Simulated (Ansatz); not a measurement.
# ZnSnN2: the cell at several levels of theory, part 2 of 2

The system is ZnSnN2 as one 8-atom ordering (P-4m2) on the zincblende lattice, a generated structure that needn't be the ground state.

Ansatz 0.2.0, plane waves. The steps go on from the part before.

### Step 3. Relaxation with r2SCAN

It starts from the cell of step 2.

input.yaml

```yaml
crystal:
  lattice:
    - [3.4990565658, 0.0, 0.0]
    - [0.0, 3.4990565658, 0.0]
    - [0.0, 0.0, 9.2579676974]
  atoms:
    - { symbol: Zn, position: [0.5, 0.0, 0.9038118504] }
    - { symbol: "N", position: [0.5, 0.5, 0.0] }
    - { symbol: Zn, position: [0.0, 0.5, 0.0961881496] }
    - { symbol: "N", position: [0.0, 0.0, 0.24267982] }
    - { symbol: Sn, position: [0.5, 0.0, 0.3559827703] }
    - { symbol: "N", position: [0.5, 0.5, 0.5] }
    - { symbol: Sn, position: [0.0, 0.5, 0.6440172297] }
    - { symbol: "N", position: [0.0, 0.0, 0.75732018] }
kpoints:
  mp_grid: { grid: [6, 6, 4] }
hamiltonian:
  xc: r2scan
scf:
  occupations: { method: fermi_dirac, width: 0.02 }
relax:
  f_tol: 0.005
  cell: {}
output:
  write_density: true
  write_potential: true
  elf: true
  volumetric_format: npy
```

The run is started by

```console
$ ansatz run input.yaml --threads 2 --pin off --max-ram 29491MiB --backend cpu --events-out ev --progress --plain --runs-dir out
```

Log:

```text
Engine: ansatz 0.2.0, x86_64-unknown-linux-gnu
Pseudopotentials: kind: paw
Pseudopotential: Zn, paw, valence charge 12, recommended cutoff 500 eV (meta_gga), Zn.paw.azcp
Pseudopotential: N, paw, valence charge 5, recommended cutoff 500 eV (meta_gga), N.paw.azcp
Pseudopotential: Sn, paw, valence charge 14, recommended cutoff 500 eV (meta_gga), Sn.paw.azcp
Functional definition: r2SCAN
  parameter k0 = 0.174
  parameter k1 = 0.065
  parameter a1 = 4.9479
  exchange = r2scan_x(k0 = k0, k1 = k1, a1 = a1)
  correlation = r2scan_c
Crystal: 8 atoms, lattice volume = 113.349 Å³
Basis set: ecut = 500 eV, 2881 PW (Γ), exchange–correlation on 108×108×288 points (64 copies of the dense FFT grid, shifted against one another)
Bands: 44, of which v1, the nominal top of the filled ones, is band 36 counted from 1 (35 counted from 0)
Symmetry: 8 space group operations
Space group: P-4m2 (ITA 115), of the structure as read, at distance tolerance 4.8e-5 Å
k-points: 30 of 144 (time reversal used)
Non-local potential: Zn, projectors of the file, l = 0: 2, l = 1: 2, l = 2: 3, l = 3: 1
Non-local potential: N, projectors of the file, l = 0: 2, l = 1: 2, l = 2: 1
Non-local potential: Sn, projectors of the file, l = 0: 2, l = 1: 2, l = 2: 2, l = 3: 2
PAW form: soft (Blöchl's): semilocal exchange-correlation on the pseudo side does not see the compensation charge
PAW frozen core: Zn, regenerated for the run's functional (the file was generated under x = pbe(κ = 0.804, μ = 0.2195149727645171), c = pbe(β = 0.06672455060314922))
PAW frozen core: N, regenerated for the run's functional (the file was generated under x = pbe(κ = 0.804, μ = 0.2195149727645171), c = pbe(β = 0.06672455060314922))
PAW frozen core: Sn, regenerated for the run's functional (the file was generated under x = pbe(κ = 0.804, μ = 0.2195149727645171), c = pbe(β = 0.06672455060314922))
PAW one-centre angular grid: Zn, 590 points (default); XC on 261 of its mesh's 2673 points in the sphere
PAW one-centre angular grid: N, 302 points (default); XC on 160 Gauss nodes
PAW one-centre angular grid: Sn, 590 points (default); XC on 249 of its mesh's 2787 points in the sphere
Initial density: superposition of atomic densities (neutral atoms: chi_scale 0, normalization atom), corrected by the library's trained network
Initial wavefunctions: pseudopotential atomic-orbital guess
Functional: x = r2scan, c = r2scan; τ floored in thin density (d = 2e-4 eV/Å³)
SCF iter   1: F=—  HF=-20266.917337 eV  |F-HF|=—  |Δ(HF+E_count)|=         —  Δρ=1.76e-2  dr2=4.61e-1  dr2_τ=2.59e-1  ethr=1.77e-3  ⟨swp⟩=6.6  Hψ=5854  notcnv=0
preconditioner: auto → Resta (q_TF=auto, 2.530 Å⁻¹)  ε∞=4.6  [insulator: Δε(μ)=0.689 eV  Ē_g=15.658 eV  σ=0.020 eV  W_gap=0.87  n_scr=26 (ndim 8)  ℏωp=29.6 eV  f_vac=0.002  D(μ)=0.64/eV (n_scr^D=2)  ε∞_Penn≈4.6]
SCF iter   2: F=—  HF=-20266.922882 eV  |F-HF|=—  |Δ(HF+E_count)|=   5.54e-3  Δρ=5.99e-3  dr2=2.91e-2  dr2_τ=5.93e-3  ethr=6.41e-4  ⟨swp⟩=2.5  Hψ=2337  notcnv=0  defer=87
SCF iter   3: F=—  HF=-20266.912774 eV  |F-HF|=—  |Δ(HF+E_count)|=   1.01e-2  Δρ=4.03e-3  dr2=1.64e-2  dr2_τ=3.41e-4  ethr=4.04e-5  ⟨swp⟩=2.5  Hψ=2195  notcnv=0  defer=87
SCF iter   4: F=—  HF=-20266.910686 eV  |F-HF|=—  |Δ(HF+E_count)|=   2.09e-3  Δρ=1.49e-3  dr2=3.87e-3  dr2_τ=1.59e-4  ethr=2.28e-5  ⟨swp⟩=2.1  Hψ=1927  notcnv=0  defer=87
SCF iter   5: F=—  HF=-20266.909995 eV  |F-HF|=—  |Δ(HF+E_count)|=   6.91e-4  Δρ=4.77e-4  dr2=2.11e-4  dr2_τ=2.09e-5  ethr=5.38e-6  ⟨swp⟩=2.1  Hψ=1814  notcnv=0  defer=87
SCF iter   6: F=—  HF=-20266.910058 eV  |F-HF|=—  |Δ(HF+E_count)|=   6.22e-5  Δρ=1.66e-4  dr2=4.81e-5  dr2_τ=2.53e-6  ethr=2.94e-7  ⟨swp⟩=2.0  Hψ=2054  notcnv=0  defer=87
SCF iter   7: F=—  HF=-20266.910058 eV  |F-HF|=—  |Δ(HF+E_count)|=   1.81e-7  Δρ=7.62e-5  dr2=7.46e-6  dr2_τ=1.25e-6  ethr=6.69e-8  ⟨swp⟩=2.0  Hψ=1989  notcnv=0  defer=87
SCF iter   8: F=—  HF=-20266.910058 eV  |F-HF|=—  |Δ(HF+E_count)|=   4.56e-8  Δρ=2.22e-5  dr2=5.60e-7  dr2_τ=8.97e-8  ethr=1.04e-8  ⟨swp⟩=2.0  Hψ=1961  notcnv=0  defer=87
SCF iter   9: F=—  HF=-20266.910058 eV  |F-HF|=—  |Δ(HF+E_count)|=   2.71e-7  Δρ=1.37e-5  dr2=1.36e-7  dr2_τ=1.33e-8  ethr=1.39e-10  ⟨swp⟩=9.4  Hψ=9211  notcnv=0
SCF iter  10: F=-20266.910058 eV  HF=-20266.910058 eV  |F-HF|=1.03e-9  |Δ(HF+E_count)|=   1.08e-7  Δρ=2.88e-6  dr2=1.14e-8  dr2_τ=6.22e-10  ethr=1.39e-10  ⟨swp⟩=8.9  Hψ=8646  notcnv=0
SCF 1 converged in 10 iterations: F = -20266.910058 eV  dr2 = 1.14e-8
relax step   1: F+E_penalty+E_count = -20266.91005828 eV  Δ(F+E_penalty+E_count) = +0.000e0 eV  max|allowed force component| = 2.776e-1 eV/Å  Δτ_max = 0.0000 Å  P = -4.588 GPa  Ω = 113.349 Å³  (10 SCF iters, dr2 threshold 1.00e-7 eV, accepted)
Crystal: 8 atoms, lattice volume = 110.078 Å³
Basis set: ecut = 500 eV, 2777 PW (Γ), exchange–correlation on 108×108×288 points (64 copies of the dense FFT grid, shifted against one another)
Initial density: handed on by an earlier stage of this run
Initial wavefunctions: those handed on with the density
iter 1 solved again at ethr=6.64e-5 eV; its pass at ethr=3.10e-3 eV (dr2=4.78e-2 eV) is discarded
SCF iter   1: F=—  HF=-20266.933626 eV  |F-HF|=—  |Δ(HF+E_count)|=         —  Δρ=4.81e-3  dr2=4.76e-2  dr2_τ=3.69e-2  ethr=6.64e-5  ⟨swp⟩=2.8  Hψ=6429  notcnv=0
preconditioner: auto → Resta (q_TF=auto, 2.542 Å⁻¹)  ε∞=4.7  [insulator: Δε(μ)=0.505 eV  Ē_g=15.662 eV  σ=0.020 eV  W_gap=0.91  n_scr=26 (ndim 8)  ℏωp=30.0 eV  f_vac=0.000  D(μ)=0.65/eV (n_scr^D=2)  ε∞_Penn≈4.7]
SCF iter   2: F=—  HF=-20266.966552 eV  |F-HF|=—  |Δ(HF+E_count)|=   3.29e-2  Δρ=2.22e-3  dr2=6.30e-3  dr2_τ=8.30e-4  ethr=6.62e-5  ⟨swp⟩=3.0  Hψ=2515  notcnv=0
SCF iter   3: F=—  HF=-20266.966291 eV  |F-HF|=—  |Δ(HF+E_count)|=   2.61e-4  Δρ=9.94e-4  dr2=1.45e-3  dr2_τ=2.47e-4  ethr=8.74e-6  ⟨swp⟩=2.0  Hψ=2340  notcnv=0
SCF iter   4: F=—  HF=-20266.966231 eV  |F-HF|=—  |Δ(HF+E_count)|=   5.95e-5  Δρ=4.80e-4  dr2=2.00e-4  dr2_τ=1.34e-5  ethr=2.01e-6  ⟨swp⟩=1.4  Hψ=1397  notcnv=0
SCF iter   5: F=—  HF=-20266.966277 eV  |F-HF|=—  |Δ(HF+E_count)|=   4.55e-5  Δρ=1.54e-4  dr2=2.38e-5  dr2_τ=1.03e-6  ethr=2.78e-7  ⟨swp⟩=2.0  Hψ=1946  notcnv=0
SCF iter   6: F=—  HF=-20266.966275 eV  |F-HF|=—  |Δ(HF+E_count)|=   2.06e-6  Δρ=9.02e-5  dr2=6.16e-6  dr2_τ=1.47e-7  ethr=3.30e-8  ⟨swp⟩=2.0  Hψ=2066  notcnv=0
SCF iter   7: F=-20266.966274 eV  HF=-20266.966274 eV  |F-HF|=2.36e-7  |Δ(HF+E_count)|=   7.07e-7  Δρ=2.68e-5  dr2=7.26e-7  dr2_τ=6.09e-8  ethr=1.11e-9  ⟨swp⟩=8.2  Hψ=10419  notcnv=0
SCF 2 converged in 7 iterations: F = -20266.966274 eV  dr2 = 7.26e-7
relax step   2: F+E_penalty+E_count = -20266.96627384 eV  Δ(F+E_penalty+E_count) = -5.622e-2 eV  max|allowed force component| = 1.774e-1 eV/Å  Δτ_max = 0.0167 Å  P = -0.613 GPa  Ω = 110.078 Å³  energy of the carried Pulay correction = +1.057e-3 eV  (7 SCF iters, dr2 threshold 8.00e-7 eV, accepted)
Crystal: 8 atoms, lattice volume = 109.436 Å³
Basis set: ecut = 500 eV, 2761 PW (Γ), exchange–correlation on 108×108×288 points (64 copies of the dense FFT grid, shifted against one another)
iter 1 solved again at ethr=6.38e-6 eV; its pass at ethr=3.10e-3 eV (dr2=4.59e-3 eV) is discarded
SCF iter   1: F=—  HF=-20266.961994 eV  |F-HF|=—  |Δ(HF+E_count)|=         —  Δρ=2.31e-3  dr2=4.83e-3  dr2_τ=1.21e-2  ethr=6.38e-6  ⟨swp⟩=2.9  Hψ=6322  notcnv=0
preconditioner: auto → Resta (q_TF=auto, 2.544 Å⁻¹)  ε∞=4.7  [insulator: Δε(μ)=0.504 eV  Ē_g=15.670 eV  σ=0.020 eV  W_gap=0.92  n_scr=26 (ndim 8)  ℏωp=30.1 eV  f_vac=0.001  D(μ)=0.65/eV (n_scr^D=2)  ε∞_Penn≈4.7]
SCF iter   2: F=—  HF=-20266.970592 eV  |F-HF|=—  |Δ(HF+E_count)|=   8.60e-3  Δρ=1.07e-3  dr2=6.84e-4  dr2_τ=4.36e-5  ethr=6.38e-6  ⟨swp⟩=2.7  Hψ=2658  notcnv=0
SCF iter   3: F=—  HF=-20266.970621 eV  |F-HF|=—  |Δ(HF+E_count)|=   2.94e-5  Δρ=4.50e-4  dr2=1.55e-4  dr2_τ=4.31e-6  ethr=9.49e-7  ⟨swp⟩=2.0  Hψ=2171  notcnv=0
SCF iter   4: F=—  HF=-20266.970662 eV  |F-HF|=—  |Δ(HF+E_count)|=   4.03e-5  Δρ=1.71e-4  dr2=2.49e-5  dr2_τ=1.77e-6  ethr=2.15e-7  ⟨swp⟩=2.0  Hψ=1926  notcnv=0
SCF iter   5: F=—  HF=-20266.970655 eV  |F-HF|=—  |Δ(HF+E_count)|=   6.83e-6  Δρ=5.99e-5  dr2=3.53e-6  dr2_τ=1.06e-7  ethr=3.46e-8  ⟨swp⟩=2.0  Hψ=2013  notcnv=0
SCF iter   6: F=-20266.970655 eV  HF=-20266.970655 eV  |F-HF|=3.83e-7  |Δ(HF+E_count)|=   1.86e-7  Δρ=2.68e-5  dr2=6.61e-7  dr2_τ=9.18e-8  ethr=1.11e-9  ⟨swp⟩=10.5  Hψ=11991  notcnv=0
SCF 3 converged in 6 iterations: F = -20266.970655 eV  dr2 = 6.61e-7
relax step   3: F+E_penalty+E_count = -20266.97065466 eV  Δ(F+E_penalty+E_count) = -4.381e-3 eV  max|allowed force component| = 5.898e-2 eV/Å  Δτ_max = 0.0161 Å  P = +0.096 GPa  Ω = 109.436 Å³  energy of the carried Pulay correction = +1.268e-3 eV  (6 SCF iters, dr2 threshold 8.00e-7 eV, accepted)
[... 10 lines left out ...]
relax step   4: F+E_penalty+E_count = -20266.97122014 eV  Δ(F+E_penalty+E_count) = -5.655e-4 eV  max|allowed force component| = 1.196e-2 eV/Å  Δτ_max = 0.0032 Å  P = +0.051 GPa  Ω = 109.421 Å³  energy of the carried Pulay correction = +1.273e-3 eV  (6 SCF iters, dr2 threshold 2.17e-7 eV, accepted)
[... 10 lines left out ...]
relax step   5: F+E_penalty+E_count = -20266.97128309 eV  Δ(F+E_penalty+E_count) = -6.295e-5 eV  max|allowed force component| = 1.051e-3 eV/Å  Δτ_max = 0.0017 Å  P = -0.002 GPa  Ω = 109.429 Å³  energy of the carried Pulay correction = +1.270e-3 eV  (6 SCF iters, dr2 threshold 1.78e-8 eV, accepted)
Initial wavefunctions: pseudopotential atomic-orbital guess (no wavefunctions were taken with the density)
iter 1 solved again at ethr=1.18e-7 eV; its pass at ethr=3.10e-3 eV (dr2=8.51e-5 eV) is discarded
SCF iter   1: F=—  HF=-20266.970095 eV  |F-HF|=—  |Δ(HF+E_count)|=         —  Δρ=6.62e-5  dr2=7.30e-7  dr2_τ=1.37e-6  ethr=1.18e-7  ⟨swp⟩=3.2  Hψ=9666  notcnv=0
preconditioner: auto → Resta (q_TF=auto, 2.544 Å⁻¹)  ε∞=4.7  [insulator: Δε(μ)=0.535 eV  Ē_g=15.666 eV  σ=0.020 eV  W_gap=0.93  n_scr=26 (ndim 8)  ℏωp=30.1 eV  f_vac=0.001  D(μ)=0.66/eV (n_scr^D=2)  ε∞_Penn≈4.7]
SCF iter   2: F=—  HF=-20266.970097 eV  |F-HF|=—  |Δ(HF+E_count)|=   2.00e-6  Δρ=4.49e-5  dr2=6.65e-7  dr2_τ=1.18e-7  ethr=1.01e-9  ⟨swp⟩=2.1  Hψ=2266  notcnv=0
SCF iter   3: F=—  HF=-20266.970098 eV  |F-HF|=—  |Δ(HF+E_count)|=   4.04e-7  Δρ=1.16e-5  dr2=5.36e-8  dr2_τ=1.20e-8  ethr=9.24e-10  ⟨swp⟩=2.0  Hψ=2001  notcnv=0
SCF iter   4: F=—  HF=-20266.970098 eV  |F-HF|=—  |Δ(HF+E_count)|=   7.54e-8  Δρ=1.67e-6  dr2=1.79e-9  dr2_τ=2.92e-10  ethr=7.45e-11  ⟨swp⟩=2.0  Hψ=2013  notcnv=0
SCF iter   5: F=—  HF=-20266.970098 eV  |F-HF|=—  |Δ(HF+E_count)|=   4.46e-9  Δρ=1.21e-6  dr2=2.01e-9  dr2_τ=2.46e-10  ethr=2.49e-12  ⟨swp⟩=2.0  Hψ=2102  notcnv=0
SCF iter   6: F=-20266.970098 eV  HF=-20266.970098 eV  |F-HF|=1.49e-10  |Δ(HF+E_count)|=  2.22e-10  Δρ=5.43e-7  dr2=7.02e-11  dr2_τ=4.11e-11  ethr=1.00e-12  ⟨swp⟩=5.5  Hψ=7585  notcnv=0
SCF 6 converged in 6 iterations: F = -20266.970098 eV  dr2 = 7.02e-11
relax step   6: F+E_penalty+E_count = -20266.97009762 eV  Δ(F+E_penalty+E_count) = +1.185e-3 eV  max|allowed force component| = 1.016e-3 eV/Å  Δτ_max = 0.0000 Å  P = -0.006 GPa  Ω = 109.429 Å³  stress off target by 1.66e-2 GPa  SCF on the basis re-selected at this cell (its energy is not comparable with the rows above)  (6 SCF iters)
basis re-selected at this cell: Δ(F+E_penalty+E_count) = +1.185e-3 eV, ΔP = -0.005 GPa vs the last step (what re-selecting the basis moved, of the pressure what is left beyond the Pulay correction that the steps carried, after the strain that the cell walked since its last selection, with what the two solves' SCF thresholds leave and, on support functions, any second-order correction that the steps lacked; it is no measure of the basis error at this ecutwfc). This SCF's stress stands 1.66e-2 GPa from its target on what of the cell is left free (relax.cell.stress_tol is 5.00e-2 GPa) and its largest allowed force component is 1.02e-3 eV/Å (relax.f_tol is 5.00e-3 eV/Å): within both
SCF converged after 6 iterations
Free energy (F): -20266.970098 eV
Harris-Foulkes:  -20266.970098 eV  (|F-HF|=1.49e-10)
Internal energy: -20266.968894 eV  (E = F + TS)
E sigma→0 (E₀):  -20266.969496 eV
Entropy (-TS):   -0.001204 eV (-0.150 meV/atom)
Fermi energy:    10.150968 eV
--- Per-component energies (eV) ---
  E_band       = -55.513001
  E_kinetic    = 1153.844552
  E_local      = -5764.558712  (includes V_loc(G=0)·N_el)
  E_nonlocal   = 1356.766041
  E_hartree    = 2727.188125
  E_xc         = -1230.684559
  E_vxc        = -647.798937  (∫ρ·V_xc dr)
  E_paw        = -12546.733860  (= ΣΔE_a)
  E_vpaw       = -1646.210804  (= ΣTr[D̂ρ^β])
  E_aug_tail   = -0.000044  (compensation charges beyond the density's cutoff)
  E_vtau       = 38.068953  (kinetic-family band-sum trace: ∫τ·v_τ [+ j·A + Jᵃ·Aᵃ] dr)
  E_ewald      = -5963.777581
  E_core_change = 0.987144  (= ΣΔE_core)
  E_smearing   = -0.001204  (= −TS)
  E_closure    = -0.000000  (closes the sum)
  Σ components = -20266.970098   (vs F -20266.970098, Δ=0.00e0)
--- Forces (eV/Å), atoms counted from 1 ---
  atom   1  Zn    -0.00000000    -0.00000000     0.00009240
  atom   2  N      0.00000000    -0.00000000    -0.00000000
  atom   3  Zn    -0.00000000    -0.00000000    -0.00009240
  atom   4  N      0.00000000     0.00000000     0.00029521
  atom   5  Sn    -0.00000000     0.00000000    -0.00101624
  atom   6  N      0.00000000    -0.00000000    -0.00000000
  atom   7  Sn    -0.00000000    -0.00000000     0.00101624
  atom   8  N      0.00000000    -0.00000000    -0.00029521
  max |Σ_I F_I| component: 5.55e-17 eV/Å
--- Stress (GPa, compression-positive) ---
       -0.001165      -0.000000      -0.000000
       -0.000000      -0.001165       0.000000
       -0.000000       0.000000      -0.016611
  P = ⅓ Tr σ = -0.0063 GPa (-0.063 kbar)
--- Band table (eV; the first three rows and the last of 30) ---
  k-point 0: bands = ["-13.1169", "-13.0194", "-12.8248", "-12.8248", "-12.7776", "-12.7478", "-12.7478", "-12.7445", "-12.6010", "-12.5809", "-7.7689", "-5.9747", "-5.2055", "-4.0171", "2.7436", "3.7809", "3.8830", "3.9849", "3.9849", "4.4460", "4.4460", "4.6673", "4.7623", "4.9900", "5.0234", "5.3659", "5.3659", "6.3088", "6.8665", "6.8665", "7.0148", "8.1914", "8.1914", "9.6093", "9.9320", "9.9827", "9.9827", "11.5522", "12.5658", "14.2483", "14.5220", "16.6639", "16.8988", "17.9778"]
  k-point 1: bands = ["-13.1169", "-13.0194", "-12.8248", "-12.8248", "-12.7776", "-12.7478", "-12.7478", "-12.7445", "-12.6010", "-12.5809", "-7.7624", "-6.0447", "-5.0909", "-4.0700", "2.6831", "3.7764", "3.9910", "3.9910", "4.0168", "4.4204", "4.4204", "4.6775", "4.7623", "5.0231", "5.0234", "5.4247", "5.4247", "5.9462", "6.7694", "6.7694", "7.4389", "8.2785", "8.2785", "8.9554", "9.9527", "9.9527", "10.6352", "11.5717", "12.3452", "14.0972", "14.4687", "16.6931", "17.1803", "17.9639"]
  k-point 2: bands = ["-13.1168", "-13.0195", "-12.8248", "-12.8248", "-12.7776", "-12.7478", "-12.7478", "-12.7444", "-12.6010", "-12.5809", "-7.7557", "-6.1035", "-4.9783", "-4.1321", "2.6308", "3.7746", "3.9975", "3.9975", "4.1444", "4.3959", "4.3959", "4.6927", "4.7623", "5.0234", "5.0968", "5.4869", "5.4869", "5.6385", "6.6741", "6.6741", "7.9432", "8.3606", "8.3606", "8.3960", "9.9210", "9.9210", "11.3620", "11.3789", "12.0336", "13.9578", "14.4209", "16.7358", "17.4522", "17.9504"]
  k-point 29: bands = ["-13.0959", "-12.9719", "-12.9085", "-12.7691", "-12.7306", "-12.7306", "-12.6873", "-12.6873", "-12.6029", "-12.6029", "-5.5918", "-4.7873", "-4.7033", "-3.4734", "1.2320", "1.2320", "3.6854", "3.6854", "4.3216", "4.4731", "4.4854", "4.4854", "4.5276", "4.8127", "4.8127", "4.8504", "5.2481", "5.2481", "5.2897", "5.9414", "5.9414", "6.3785", "6.6535", "8.2024", "8.3119", "8.3119", "12.5008", "12.8250", "14.1344", "14.3833", "14.3833", "15.1173", "17.9165", "17.9165"]
--- Relaxed structure (5 steps of the walk, 5 accepted, 1 SCFs on fresh bases) ---
  F+E_penalty+E_count = -20266.97009762 eV   max|allowed force component| = 1.016e-3 eV/Å   (the final SCF, on the basis selected at the relaxed cell)
  cell:  # Å, volume = 109.4291 Å³
    - [3.480619313942699, -1.3690800328930719e-33, 8.273932298404047e-19]
    - [-1.0905862002187561e-33, 3.480619313942699, 1.7928040478409077e-33]
    - [2.1891557483748756e-18, 4.7434848938729e-33, 9.032748616555796]
  atoms:
    - { symbol: Zn, position: [0.5, -1.0010655788165095e-33, 0.9044333943661451] }
    - { symbol: N, position: [0.5, 0.5, 1.646861768037873e-20] }
    - { symbol: Zn, position: [4.564432520983222e-20, 0.5, 0.09556660563385476] }
    - { symbol: N, position: [-4.2710432803858025e-20, 7.602594258365931e-34, 0.24326141281966934] }
    - { symbol: Sn, position: [0.5, 3.199281746733176e-34, 0.35529958196859857] }
    - { symbol: N, position: [0.5, 0.5, 0.49999999999999994] }
    - { symbol: Sn, position: [-5.017130255715076e-20, 0.5, 0.6447004180314015] }
    - { symbol: N, position: [4.271043280384977e-20, 2.0984536188249857e-34, 0.7567385871803306] }
```

Run time: 83 s. Hardware: 2 threads of AMD EPYC 7R13 (Zen 3), shared host; peak memory 0.77 GiB.

Ionic steps:

```csv
step,energy change (meV/atom),largest force (eV/Å),pressure (GPa),volume (Å³/atom)
1,0.0,0.2776,-4.59,14.169
2,-7.0,0.1774,-0.61,13.760
3,-7.6,0.0590,0.10,13.679
4,-7.6,0.0120,0.05,13.678
5,-7.7,0.0011,0.00,13.679
6,-7.5,0.0010,-0.01,13.679
```

Step 6 solves the same cell on a plane-wave basis chosen anew, so the energy can jump there without a move.

The table lists every geometry solved, with passes on a fresh basis, whose energies don't compare exactly with the rows above.

```
                       before   after   change
                a (Å)   3.499   3.481  -0.53 %
                c (Å)   9.258   9.033  -2.43 %
     volume (Å³/atom)  14.169  13.679  -3.46 %
shortest distance (Å)   1.963   1.943  -1.04 %
          space group   P-4m2   P-4m2     same
```

### Step 4. All levels compared

What follows sums up all 2 parts.

```
 level  a (Å)  c (Å)  volume (Å³/atom)  space group  SCF geometries
   PBE  3.499  9.258            14.169        P-4m2              12
r2SCAN  3.481  9.033            13.679        P-4m2               6
```

The first relaxation changed the volume by +33.4 % from the start. The volume runs from r2SCAN (least) to PBE (most), a spread of 3.6 %, or 1.2 % in length if all axes shared it alike. The meshes differ: PBE 8×8×4, r2SCAN 6×6×4.
